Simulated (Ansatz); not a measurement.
**MgSe from LDA upwards**

The starting cell is an entry of the Crystallography Open Database (1963):

```xyz
2
Lattice="0.0000 2.7255 2.7255 2.7255 0.0000 2.7255 2.7255 2.7255 0.0000" Properties=species:S:1:pos:R:3 pbc="T T T"
Mg    0.0000    0.0000    0.0000
Se    2.7255    2.7255    2.7255
```

Atoms and cell were relaxed at zero pressure with plane-wave PAW DFT (Ansatz 0.2.0; one set of PAW datasets, made under PBE, for all functionals; 420 eV, r2SCAN 500 eV; 8×8×8 Γ-centred mesh, fermi-dirac occupations of width 0.020 eV; no spin polarisation, no spin-orbit coupling, no dispersion correction), keeping the symmetry (Fm-3m, No. 225).

**Question.** Which functional gives the smallest cell, and how wide is the spread?

**Answer.** The relaxed conventional cells:

| functional | a (Å) | volume (Å³/atom) | formation energy (eV/atom) |
| --- | --- | --- | --- |
| LDA | 5.392 | 19.60 | -1.292 |
| PBEsol | 5.449 | 20.22 | -1.263 |
| PBE | 5.509 | 20.90 | -1.241 |
| r2SCAN | 5.473 | 20.50 | -1.460 |
| the entry | 5.451 | 20.25 | – |

LDA gives the smallest volume and PBE the largest, 6.6 % more, the usual order, since LDA overbinds and PBE's gradient terms loosen the lattice. Against the entry's volume: LDA -3.2 %, PBEsol -0.1 %, PBE +3.2 %, r2SCAN +1.2 %. No verdict is drawn from this: the entry is old or was flagged in a check, so the entry may be off as well as the functionals. The formation energies span 0.22 eV an atom, lowest under r2SCAN.

Caveats: each relaxation keeps the start's symmetry, so a distorted cell may lie lower; computed cells are at 0 K with fixed nuclei, while the entry holds thermal expansion, often some tenths of a per cent in volume and more in soft crystals; formation energies are at zero smearing against the elements' usual phases under the same functional, gases as free molecules, uncorrected.
